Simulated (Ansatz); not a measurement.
# MoSe2 (P6_3/mmc) in Ansatz: notebook

Runs on MoSe2. Level: PBE. Tasks: single point, equation of state.

Everything below comes from runs of Ansatz 0.2.0. Logs are shortened: lines on timing, memory, paths and dates and some standing lists are left out, and cuts for length are marked.

## Step 1: The structure

It takes space group P6_3/mmc (No. 194, hexagonal). The conventional cell has a = 3.288 Å, b = 3.288 Å, c = 12.900 Å, α = 90.00°, β = 90.00°, γ = 120.00°. Mo (site symmetry -6m2) has 6 Se at 2.49 Å as nearest neighbours. Se (site symmetry 3m) is surrounded by 3 Mo at 2.49 Å.

## Step 2: Single point, PBE, 18.92 Å³/atom (volume scaled by 0.94)

File input.yaml:

```yaml
crystal:
  lattice:
    - [3.2208791255, 0.0, 0.0]
    - [-1.6104395627, 2.7893631451, 0.0]
    - [0.0, 0.0, 12.6366608024]
  atoms:
    - { symbol: Mo, position: [0.6666666667, 0.3333333333, 0.75] }
    - { symbol: Mo, position: [0.3333333333, 0.6666666667, 0.25] }
    - { symbol: Se, position: [0.6666666667, 0.3333333333, 0.375] }
    - { symbol: Se, position: [0.3333333333, 0.6666666667, 0.875] }
    - { symbol: Se, position: [0.6666666667, 0.3333333333, 0.125] }
    - { symbol: Se, position: [0.3333333333, 0.6666666667, 0.625] }
hamiltonian:
  xc: pbe
  pseudopotentials: { kind: paw, source: jth }
kpoints:
  mp_grid: { grid: [9, 9, 2] }
scf:
  occupations: { method: fermi_dirac, width: 0.05 }
output:
  forces: true
  stress: true
  eigenvalues: true
```

Potentials or basis: JTH PAW.

Started as:

```sh
> ansatz run input.yaml --threads 2 --pin off --max-ram 5120MiB --backend cpu --events-out ev --progress --plain --runs-dir out
```

Standard output:

```text
Warning: the checks of this Mo dataset prove no rule for summing its radial tables, as where they were carried onto another mesh than they were made on, and Gregory's rule is taken, under which a leading mesh point left out moves its sums only by what lay on the interval it spanned. That does not make them correct, and they differ from Quantum ESPRESSO's on this file; a re-export a fraction of a mesh step off can move them. hamiltonian.pseudopotentials.radial_quadrature: simpson_from_first_knot sums it by `pw.x`'s rule; on a PAW file no value gives `pw.x`'s numbers. What more to know: hamiltonian.pseudopotentials.radial_quadrature, in the input reference
Warning: the checks of this Se dataset prove no rule for summing its radial tables, as where they were carried onto another mesh than they were made on, and Gregory's rule is taken, under which a leading mesh point left out moves its sums only by what lay on the interval it spanned. That does not make them correct, and they differ from Quantum ESPRESSO's on this file; a re-export a fraction of a mesh step off can move them. hamiltonian.pseudopotentials.radial_quadrature: simpson_from_first_knot sums it by `pw.x`'s rule; on a PAW file no value gives `pw.x`'s numbers. What more to know: hamiltonian.pseudopotentials.radial_quadrature, in the input reference
Warning: RAYON_NUM_THREADS=2 ignored (pool sized by the plan → 2); use --threads N
Engine: ansatz 0.2.0, x86_64-unknown-linux-gnu
Pseudopotentials: kind: paw
Pseudopotential: Mo, paw, valence charge 14, recommended cutoff 1800 eV (normal), Mo.paw.azcp
Pseudopotential: Se, paw, valence charge 6, recommended cutoff 270 eV (normal), Se.paw.azcp
Functional definition: PBE
  parameter kappa = 0.804
  parameter beta = 0.06672455060314922
  exchange = pbe_x(kappa = kappa, mu = beta*pi^2/3)
  correlation = pbe_c(beta = beta)
Crystal: 6 atoms, lattice volume = 113.530 Å³
Basis set: ecut = 1800 eV, 19719 PW (Γ), exchange–correlation on 120×120×432 points (8 copies of the dense FFT grid, shifted against one another)
Bands: 32, of which v1, the nominal top of the filled ones, is band 26 counted from 1 (25 counted from 0)
Symmetry: 24 space group operations
Space group: P63/mmc (ITA 194), of the structure as read, at distance tolerance 4.8e-5 Å
k-points: 24 of 162
Non-local potential: Mo, projectors of the file, l = 0: 2, l = 1: 2, l = 2: 2
Non-local potential: Se, projectors of the file, l = 0: 2, l = 1: 2
PAW form: soft (Blöchl's): semilocal exchange-correlation on the pseudo side does not see the compensation charge
PAW one-centre angular grid: Mo, 590 points (default); XC on 64 Gauss nodes
PAW one-centre angular grid: Se, 110 points (default); XC on 96 Gauss nodes
Initial density: superposition of atomic densities (chi_scale 0.1, normalization cell, long waves kept (reshape's long-wave potential 0.06 eV rms))
Initial wavefunctions: pseudopotential atomic-orbital guess
Functional: x = pbe(κ = 0.804, μ = 0.2195149727645171), c = pbe(β = 0.06672455060314922)
SCF iter   1: F=—  HF=-20210.412243 eV  |F-HF|=—  |Δ(HF+E_count)|=         —  Δρ=4.66e-2  dr2=4.11e0  ethr=3.10e-3  ⟨swp⟩=9.5  Hψ=4688  notcnv=0
preconditioner: auto → Resta (q_TF=auto, 2.395 Å⁻¹)  ε∞=7.6  [insulator: Δε(μ)=0.523 eV  Ē_g=8.147 eV  σ=0.050 eV  W_gap=0.98  n_scr=26 (ndim 8)  ℏωp=20.9 eV  f_vac=0.000  D(μ)=0.01/eV (n_scr^D=0)  ε∞_Penn≈7.6]
SCF iter   2: F=—  HF=-20209.565350 eV  |F-HF|=—  |Δ(HF+E_count)|=   8.47e-1  Δρ=2.64e-2  dr2=1.36e0  ethr=3.10e-3  ⟨swp⟩=2.6  Hψ=1403  notcnv=0  defer=8
SCF iter   3: F=—  HF=-20209.169569 eV  |F-HF|=—  |Δ(HF+E_count)|=   3.96e-1  Δρ=4.09e-3  dr2=2.27e-2  ethr=2.61e-3  ⟨swp⟩=2.3  Hψ=1257  notcnv=0  defer=8
SCF iter   4: F=—  HF=-20209.172371 eV  |F-HF|=—  |Δ(HF+E_count)|=   2.80e-3  Δρ=1.29e-3  dr2=2.64e-3  ethr=4.37e-5  ⟨swp⟩=2.1  Hψ=1452  notcnv=0  defer=9
SCF iter   5: F=—  HF=-20209.172752 eV  |F-HF|=—  |Δ(HF+E_count)|=   3.82e-4  Δρ=4.15e-4  dr2=2.70e-4  ethr=5.07e-6  ⟨swp⟩=2.8  Hψ=1347  notcnv=0  defer=9
SCF iter   6: F=—  HF=-20209.172893 eV  |F-HF|=—  |Δ(HF+E_count)|=   1.41e-4  Δρ=1.04e-4  dr2=1.34e-5  ethr=5.19e-7  ⟨swp⟩=2.0  Hψ=1092  notcnv=0  defer=9
SCF iter   7: F=—  HF=-20209.172894 eV  |F-HF|=—  |Δ(HF+E_count)|=   1.08e-6  Δρ=2.06e-5  dr2=4.78e-7  ethr=2.58e-8  ⟨swp⟩=2.1  Hψ=1196  notcnv=0  defer=9
SCF iter   8: F=-20209.172896 eV  HF=-20209.172896 eV  |F-HF|=2.00e-8  |Δ(HF+E_count)|=   1.51e-6  Δρ=3.07e-6  dr2=1.04e-8  ethr=1.92e-10  ⟨swp⟩=8.7  Hψ=3875  notcnv=0
SCF 1 converged in 8 iterations: F = -20209.172896 eV  dr2 = 1.04e-8
SCF converged after 8 iterations
Free energy (F): -20209.172896 eV
Harris-Foulkes:  -20209.172896 eV  (|F-HF|=2.00e-8)
Internal energy: -20209.172888 eV  (E = F + TS)
E sigma→0 (E₀):  -20209.172892 eV
Entropy (-TS):   -0.000008 eV (-0.001 meV/atom)
Fermi energy:    12.082249 eV
--- Per-component energies (eV) ---
  E_band       = -273.858122
  E_kinetic    = 915.865851
  E_local      = -4095.772157  (includes V_loc(G=0)·N_el)
  E_nonlocal   = 898.166399
  E_hartree    = 1609.988808
  E_xc         = -905.809035
  E_vxc        = -675.238632  (∫ρ·V_xc dr)
  E_paw        = -15479.726021  (= ΣΔE_a)
  E_vpaw       = -536.854551  (= ΣTr[D̂ρ^β])
  E_aug_tail   = 0.000039  (compensation charges beyond the density's cutoff)
  E_ewald      = -3151.886772
  E_smearing   = -0.000008  (= −TS)
  E_closure    = 0.000000  (closes the sum)
  Σ components = -20209.172896   (vs F -20209.172896, Δ=0.00e0)
--- Forces (eV/Å), atoms counted from 1 ---
  atom   1  Mo    -0.00000000     0.00000000     0.00000000
  atom   2  Mo     0.00000000    -0.00000000     0.00000000
  atom   3  Se    -0.00000000     0.00000000     2.33645807
  atom   4  Se     0.00000000    -0.00000000     2.33645807
  atom   5  Se    -0.00000000     0.00000000    -2.33645807
  atom   6  Se     0.00000000    -0.00000000    -2.33645807
  max |Σ_I F_I| component: 5.55e-17 eV/Å
--- Stress (GPa, compression-positive) ---
       16.592333      -0.000000       0.000000
        0.000000      16.592333       0.000000
        0.000000       0.000000      24.049058
  P = ⅓ Tr σ = 19.0779 GPa (190.779 kbar)
--- Band table (eV; the first three rows and the last of 24) ---
  k-point 0: bands = ["-49.6259", "-49.6259", "-23.8641", "-23.8641", "-23.6262", "-23.6262", "-23.6262", "-23.6262", "-3.8678", "-3.6077", "-2.6195", "-2.1865", "4.5551", "5.6558", "8.1090", "8.4846", "8.4846", "8.4966", "8.4966", "9.6606", "9.6606", "9.7024", "9.7024", "10.4022", "10.7810", "11.7100", "14.2373", "14.2373", "14.2867", "14.2867", "14.5918", "14.5918"]
  k-point 1: bands = ["-49.6259", "-49.6259", "-23.8641", "-23.8641", "-23.6262", "-23.6262", "-23.6262", "-23.6262", "-3.7563", "-3.7563", "-2.3871", "-2.3871", "5.0163", "5.0163", "8.4905", "8.4905", "8.4905", "8.4905", "9.1054", "9.1054", "9.6815", "9.6815", "9.6815", "9.6815", "11.4809", "11.4809", "14.2540", "14.2540", "14.2540", "14.2540", "14.7021", "14.7021"]
  k-point 2: bands = ["-49.6219", "-49.6219", "-23.8549", "-23.8548", "-23.6690", "-23.6690", "-23.6358", "-23.6358", "-3.6751", "-3.4176", "-2.5189", "-2.1067", "4.7706", "5.8624", "7.7928", "8.0522", "8.0811", "8.6757", "8.6972", "8.9937", "9.3606", "9.4115", "9.7981", "10.4247", "10.9966", "11.3696", "13.8616", "13.9541", "13.9616", "14.2235", "14.2685", "14.5043"]
  k-point 23: bands = ["-49.5873", "-49.5873", "-23.8990", "-23.8990", "-23.8474", "-23.8474", "-23.7748", "-23.7748", "-1.3890", "-1.3890", "-1.2792", "-1.2792", "5.3958", "5.3958", "6.1014", "6.1014", "6.6599", "6.6599", "7.1742", "7.1742", "8.1569", "8.1569", "8.9323", "8.9323", "10.9887", "10.9887", "12.6034", "12.6034", "13.8954", "13.8954", "14.6163", "14.6163"]
```

Run time: 67 s. Hardware: 2 threads of Intel Xeon at 2.50GHz (Skylake/Cascade Lake), shared host; peak memory 1.5 GiB.

What came out:

| Property | Result |
| --- | --- |
| Free energy | -20209.1729 eV |
| Pressure | 19.1 GPa |
| Largest force | 2.336 eV/Å |
| Band gap on the k mesh | 0.89 eV, indirect (least direct gap 1.49 eV) |

Caveat: odd divisions of the mesh miss points on the zone boundary, where band edges often lie, so the gap on the mesh can be too wide; the cell's inner coordinates are idealised or old, which leaves forces on the atoms; this functional lacks dispersion, which binds the layers, so the pressure and a relaxed spacing across them are unreliable.

## Step 3: Single point, PBE, 19.32 Å³/atom (volume scaled by 0.96)

input.yaml, as its differences from that of step 2:

```diff
@@ -2,5 +2,5 @@
   lattice:
-    - [3.2208791255, 0.0, 0.0]
-    - [-1.6104395627, 2.7893631451, 0.0]
-    - [0.0, 0.0, 12.6366608024]
+    - [3.2435621202, 0.0, 0.0]
+    - [-1.6217810601, 2.8090071948, 0.0]
+    - [0.0, 0.0, 12.7256543035]
   atoms:
@@ -23 +23,5 @@
   eigenvalues: true
+  write_density: true
+  write_potential: true
+  elf: true
+  volumetric_format: npy
```

Potentials or basis: JTH PAW.

Started as:

```sh
> ansatz run input.yaml --threads 2 --pin off --max-ram 5120MiB --backend cpu --events-out ev --progress --plain --runs-dir out
```

It took 80 s on 2 threads of Intel Xeon at 2.50GHz (Skylake/Cascade Lake), shared host; peak memory 1.5 GiB.

It converged, with:

```
Free energy            : -20209.4302 eV
Pressure               : 15.1 GPa
Largest force          : 1.906 eV/Å
Band gap on the k mesh : 0.89 eV, indirect (least direct gap 1.45 eV)
```

Caveat: odd divisions of the mesh miss points on the zone boundary, where band edges often lie, so the gap on the mesh can be too wide; the cell's inner coordinates are idealised or old, which leaves forces on the atoms; this functional lacks dispersion, which binds the layers, so the pressure and a relaxed spacing across them are unreliable.

## Step 4: Single point, PBE, 19.73 Å³/atom (volume scaled by 0.98)

input.yaml, as its differences from that of step 3:

```diff
@@ -2,5 +2,5 @@
   lattice:
-    - [3.2435621202, 0.0, 0.0]
-    - [-1.6217810601, 2.8090071948, 0.0]
-    - [0.0, 0.0, 12.7256543035]
+    - [3.265932221, 0.0, 0.0]
+    - [-1.6329661105, 2.8283802704, 0.0]
+    - [0.0, 0.0, 12.8134202101]
   atoms:
```

Started as:

```sh
> ansatz run input.yaml --threads 2 --pin off --max-ram 5120MiB --backend cpu --events-out ev --progress --plain --runs-dir out
```

It took 60 s on 2 threads of Intel Xeon at 2.50GHz (Skylake/Cascade Lake), shared host; peak memory 1.6 GiB.

Results (log left out):

* Free energy: -20209.6308 eV
* Pressure: 11.6 GPa
* Largest force: 1.508 eV/Å
* Band gap on the k mesh: 0.89 eV, indirect (least direct gap 1.41 eV)

Caveat: odd divisions of the mesh miss points on the zone boundary, where band edges often lie, so the gap on the mesh can be too wide; the cell's inner coordinates are idealised or old, which leaves forces on the atoms; this functional lacks dispersion, which binds the layers, so the pressure and a relaxed spacing across them are unreliable.

## Step 5: Single point, PBE, 20.13 Å³/atom

input.yaml, as its differences from that of step 4:

```diff
@@ -2,5 +2,5 @@
   lattice:
-    - [3.265932221, 0.0, 0.0]
-    - [-1.6329661105, 2.8283802704, 0.0]
-    - [0.0, 0.0, 12.8134202101]
+    - [3.288, 0.0, 0.0]
+    - [-1.644, 2.8474915276, 0.0]
+    - [0.0, 0.0, 12.9]
   atoms:
@@ -23,5 +23 @@
   eigenvalues: true
-  write_density: true
-  write_potential: true
-  elf: true
-  volumetric_format: npy
```

Started as:

```sh
> ansatz run input.yaml --threads 2 --pin off --max-ram 5120MiB --backend cpu --events-out ev --progress --plain --runs-dir out
```

Run time: 57 s. Hardware: 2 threads of Intel Xeon at 2.50GHz (Skylake/Cascade Lake), shared host; peak memory 1.6 GiB.

Results (log left out):

```yaml
Free_energy: -20209.7803 eV
Pressure: 8.3 GPa
Largest_force: 1.140 eV/Å
Band_gap_on_the_k_mesh: 0.89 eV, indirect (least direct gap 1.38 eV)
```

Caveat: odd divisions of the mesh miss points on the zone boundary, where band edges often lie, so the gap on the mesh can be too wide; the cell's inner coordinates are idealised or old, which leaves forces on the atoms; this functional lacks dispersion, which binds the layers, so the pressure and a relaxed spacing across them are unreliable.

## Step 6: Single point, PBE, 20.53 Å³/atom (volume scaled by 1.02)

input.yaml, as its differences from that of step 5:

```diff
@@ -2,5 +2,5 @@
   lattice:
-    - [3.288, 0.0, 0.0]
-    - [-1.644, 2.8474915276, 0.0]
-    - [0.0, 0.0, 12.9]
+    - [3.309775469, 0.0, 0.0]
+    - [-1.6548877345, 2.866349637, 0.0]
+    - [0.0, 0.0, 12.9854329533]
   atoms:
@@ -23 +23,5 @@
   eigenvalues: true
+  write_density: true
+  write_potential: true
+  elf: true
+  volumetric_format: npy
```

Potentials or basis: JTH PAW.

Started as:

```sh
> ansatz run input.yaml --threads 2 --pin off --max-ram 5120MiB --backend cpu --events-out ev --progress --plain --runs-dir out
```

Run time: 80 s. Hardware: 2 threads of Intel Xeon at 2.50GHz (Skylake/Cascade Lake), shared host; peak memory 1.6 GiB.

It converged, with:

| Quantity | Value |
| --- | --- |
| Free energy | -20209.8839 eV |
| Pressure | 5.4 GPa |
| Largest force | 0.798 eV/Å |
| Band gap on the k mesh | 0.89 eV, indirect (least direct gap 1.34 eV) |

Caveat: odd divisions of the mesh miss points on the zone boundary, where band edges often lie, so the gap on the mesh can be too wide; the cell's inner coordinates are idealised or old, which leaves forces on the atoms; this functional lacks dispersion, which binds the layers, so the pressure and a relaxed spacing across them are unreliable.

## Step 7: Single point, PBE, 20.93 Å³/atom (volume scaled by 1.04)

input.yaml, as its differences from that of step 6:

```diff
@@ -2,5 +2,5 @@
   lattice:
-    - [3.309775469, 0.0, 0.0]
-    - [-1.6548877345, 2.866349637, 0.0]
-    - [0.0, 0.0, 12.9854329533]
+    - [3.3312681198, 0.0, 0.0]
+    - [-1.6656340599, 2.8849628185, 0.0]
+    - [0.0, 0.0, 13.0697563093]
   atoms:
@@ -23,5 +23 @@
   eigenvalues: true
-  write_density: true
-  write_potential: true
-  elf: true
-  volumetric_format: npy
```

Started as:

```sh
> ansatz run input.yaml --threads 2 --pin off --max-ram 5120MiB --backend cpu --events-out ev --progress --plain --runs-dir out
```

It took 70 s on 2 threads of Intel Xeon at 2.50GHz (Skylake/Cascade Lake), shared host; peak memory 1.6 GiB.

The run converged. Its results:

```yaml
Free_energy: -20209.9460 eV
Pressure: 2.8 GPa
Largest_force: 0.481 eV/Å
Band_gap_on_the_k_mesh: 0.88 eV, indirect (least direct gap 1.31 eV)
```

Caveat: odd divisions of the mesh miss points on the zone boundary, where band edges often lie, so the gap on the mesh can be too wide; the cell's inner coordinates are idealised or old, which leaves forces on the atoms; this functional lacks dispersion, which binds the layers, so the pressure and a relaxed spacing across them are unreliable.

## Step 8: Single point, PBE, 21.34 Å³/atom (volume scaled by 1.06)

input.yaml, as its differences from that of step 7:

```diff
@@ -2,5 +2,5 @@
   lattice:
-    - [3.3312681198, 0.0, 0.0]
-    - [-1.6656340599, 2.8849628185, 0.0]
-    - [0.0, 0.0, 13.0697563093]
+    - [3.3524869601, 0.0, 0.0]
+    - [-1.6762434801, 2.9033388733, 0.0]
+    - [0.0, 0.0, 13.1530054092]
   atoms:
```

Started as:

```sh
> ansatz run input.yaml --threads 2 --pin off --max-ram 5120MiB --backend cpu --events-out ev --progress --plain --runs-dir out
```

Run time: 64 s. Hardware: 2 threads of Intel Xeon at 2.50GHz (Skylake/Cascade Lake), shared host; peak memory 1.6 GiB.

It converged, with:

- Free energy: -20209.9707 eV
- Pressure: 0.5 GPa
- Largest force: 0.188 eV/Å
- Band gap on the k mesh: 0.88 eV, indirect (least direct gap 1.27 eV)

Caveat: odd divisions of the mesh miss points on the zone boundary, where band edges often lie, so the gap on the mesh can be too wide; the cell's inner coordinates are idealised or old, which leaves forces on the atoms; this functional lacks dispersion, which binds the layers, so the pressure and a relaxed spacing across them are unreliable.

## Step 9: Equation of state, PBE

Potentials or basis: JTH PAW.

This step only gathers the single runs of the series.

What came out:

- Equilibrium volume: 21.42 Å³/atom (rough: see the caveat)
- Bulk modulus at fixed shape and positions: 116 GPa (rough)

Energy against volume, from the lowest point:
```tsv
volume (Å³/atom)	energy (meV/atom)
18.922	132.97
19.324	90.09
19.727	56.66
20.129	31.73
20.532	14.47
20.935	4.12
21.337	0.00
```

Caveat: the minimum lies outside the volumes run; the cell was scaled at fixed shape and fractional positions, which overstates the stiffness of a crystal with free parameters, most of all of layers and chains; the cell's inner coordinates are idealised or old, which leaves forces on the atoms; this functional lacks dispersion, which binds the layers, so the pressure and a relaxed spacing across them are unreliable.
